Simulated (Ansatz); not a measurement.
## CaSe, before and after

Recipe of this trial structure of CaSe: thin slice cut from a crystal along (100) (parent CaSe). Its size is a rough estimate.

The sheet is periodic along a and b; c holds vacuum. Symmetry isn't written into the files.

start.cif

```cif
data_structure
_symmetry_space_group_name_H-M 'P 1'
_symmetry_Int_Tables_number 1
_cell_length_a 4.2006
_cell_length_b 4.2006
_cell_length_c 14.0000
_cell_angle_alpha 90.000
_cell_angle_beta 90.000
_cell_angle_gamma 90.000
_cell_volume 247.02
loop_
_atom_site_label
_atom_site_type_symbol
_atom_site_fract_x
_atom_site_fract_y
_atom_site_fract_z
_atom_site_occupancy
Ca1 Ca 0.50000 0.50000 0.50000 1
Se1 Se 0.00000 0.00000 0.50000 1
```

These are results of DFT PBE, scalar-relativistic, plane waves, PAW in Ansatz 0.2.0, not measurements. Cutoff 420 eV, Gaussian smearing, Γ-centred meshes. In-plane cell and atoms relax first on a coarse mesh and then on a converged one. The steps can't lower the symmetry of their start. No spin polarisation.

end.cif

```cif
data_structure
_symmetry_space_group_name_H-M 'P 1'
_symmetry_Int_Tables_number 1
_cell_length_a 4.0293
_cell_length_b 4.0293
_cell_length_c 23.8000
_cell_angle_alpha 90.000
_cell_angle_beta 90.000
_cell_angle_gamma 90.000
_cell_volume 386.41
loop_
_atom_site_label
_atom_site_type_symbol
_atom_site_fract_x
_atom_site_fract_y
_atom_site_fract_z
_atom_site_occupancy
Ca1 Ca 0.50000 0.50000 0.29412 1
Se1 Se 0.00000 0.00000 0.29412 1
```

The symmetry stays p4/mmm (No. 61). The area per atom shrinks by 8.0 %, from 8.8 to 8.1 Å². The shortest distance goes from 2.97 Å (Ca–Se) to 2.85 Å (Ca–Se). The energy falls by about 0.06 eV/atom (the start's value is from the coarse mesh). The program sets the height of the box itself, so the height of the cell differs between start and end.

For CaSe, the layer group is p4/mmm (No. 61) and the in-plane cell is a = 4.029 Å, b = 4.029 Å, γ = 90.0°. The area per atom is 8.12 Å². The thickness between the outermost nuclei is 0.00 Å, the formation energy is −1.596 eV/atom and the gap on the 8×8×1 mesh of the 2-atom cell is 2.50 eV.

Energies over the elements count from the elements' standard structures at the same level, with no fitted energy shifts. A negative formation energy is needed for stability but isn't enough: competing phases decide.

The last run used Gaussian smearing of 0.02 eV. Kohn–Sham gaps at this level usually fall short of measured ones. The reference form of Se is held partly by dispersion forces, which this level lacks. Symmetry constrained the relaxation, so the result can be a saddle point. In all, the 3 runs took 91 s on 1 thread of Arm Neoverse N1 (shared host).
